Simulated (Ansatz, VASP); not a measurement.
Rb: VASP beside Ansatz

INCAR

```
SYSTEM = Rb
PREC = Accurate
ENCUT = 520
EDIFF = 1E-8
ISMEAR = -1
SIGMA = 0.05
LREAL = .FALSE.
LASPH = .TRUE.
NELM = 100
ALGO = Normal
ISIF = 2
LWAVE = .FALSE.
LCHARG = .FALSE.
GGA = PE
LEFG = .TRUE.
NBANDS = 10
```

KPOINTS

```
regular mesh
0
G
  8 8 8
  0 0 0
```

File POSCAR:

```
Rb
1.0
   -2.8610335797      2.8610335797      2.8610335797
    2.8610335797     -2.8610335797      2.8610335797
    2.8610335797      2.8610335797     -2.8610335797
Rb
1
Direct
    0.0000000000      0.0000000000      0.0000000000
```

Input for Ansatz:

```yaml
crystal:
  lattice:
    - [-2.8610335797, 2.8610335797, 2.8610335797]
    - [2.8610335797, -2.8610335797, 2.8610335797]
    - [2.8610335797, 2.8610335797, -2.8610335797]
  atoms:
    - { symbol: Rb, position: [0.0, 0.0, 0.0] }
kpoints:
  mp_grid: { grid: [8, 8, 8] }
scf:
  occupations: { method: fermi_dirac, width: 0.05 }
hamiltonian:
  xc: pbe
  pseudopotentials: { kind: all_electron, datasets: crystal }
output:
  forces: true
  stress: true
  eigenvalues: true
  efg: { contact_densities: true }
```

Change from the starting cell: volume scaled by 1.06, crystal datasets.

Alike in both runs: task electric field gradients; functional PBE; k mesh 8 × 8 × 8; occupations fermi-dirac, width 0.05 eV; no spin polarisation.

|  | VASP | Ansatz |
| --- | --- | --- |
| version | VASP 6.6.1 | Ansatz 0.2.0 |
| potentials or method | VASP PAW PBE potentials, release 64 (Rb_sv) | all-electron PAW with datasets made for the crystal, scalar-relativistic |
| plane-wave cutoff (eV) | 520 | see its input |

```csv
,VASP,Ansatz,Ansatz less VASP
pressure (GPa),-0.1,-0.1,0.00
Vzz of the field gradient on the site that differs most (V/Å²),0.0,0.0,0.00
```

Ansatz ran all-electron here, so the differences hold the error of VASP's frozen core and of both bases. Ansatz warned: «gradients_without_spin_orbit».
